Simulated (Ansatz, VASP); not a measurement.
## One calculation of MgS, two programs

```
Mg S
1.0
     0.00000    2.80009    2.80009
     2.80009    0.00000    2.80009
     2.80009    2.80009    0.00000
Mg S
1 1
Direct
  0.00000 0.00000 0.00000
  0.25000 0.25000 0.25000
```

Change from the starting cell: volume scaled by 0.95.

Alike in both runs: task single point; functional PBE; k mesh 13 × 13 × 13; occupations fermi-dirac, width 0.05 eV; no spin polarisation.

|  | VASP | Ansatz |
| --- | --- | --- |
| version | VASP 6.6.1 | Ansatz 0.2.0 |
| potentials or method | VASP PAW PBE potentials, release 64 (Mg, S), cutoff 520 eV | all-electron LAPW, scalar-relativistic |

```tsv
	VASP	Ansatz	Ansatz less VASP
gap on the k mesh at the Fermi level (eV)	3.62	3.63	+0.001
pressure (GPa)	3.0	3.2	+0.15
```

Ansatz ran all-electron here, so the differences hold the error of VASP's frozen core and of both bases.

Caveats: an odd mesh through Γ misses points on the zone boundary, where band edges often lie.
